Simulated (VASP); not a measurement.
Input of a VASP 6.6.1 run:

INCAR

```
PREC = Accurate
ENCUT = 520
EDIFF = 1E-6
ISMEAR = -1
SIGMA = 0.1
LREAL = F
LASPH = T
NELM = 100
ALGO = Normal
ISIF = 2
LWAVE = F
LCHARG = T
GGA = PE
LELF = T
LVHAR = T
NBANDS = 29
```

KPOINTS

```
regular mesh
0
Gamma
  9 9 9
```

File POSCAR:

```
TiPt3
1.0
    3.9483492991      0.0000000000      0.0000000000
    0.0000000000      3.9483492991      0.0000000000
    0.0000000000      0.0000000000      3.9483492991
Ti Pt
1 3
Direct
    0.0000000000      0.0000000000      0.0000000000
    0.0000000000      0.5000000000      0.5000000000
    0.5000000000      0.0000000000      0.5000000000
    0.5000000000      0.5000000000      0.0000000000
```

Potentials or basis: VASP PAW PBE potentials, release 64 (Ti_sv, Pt).

Command:

```console
$ cat potpaw_PBE.64/Ti_sv/POTCAR potpaw_PBE.64/Pt/POTCAR > POTCAR
$ mpirun -np 1 vasp_std > vasp.out
```

Task: What does it give for the pressure?

Result: -0.4 GPa.

Task: Estimate the band gap on the k mesh.

Result: None (metal or under the smearing width).

The run has no spin-orbit coupling, so splittings on Pt are missing.
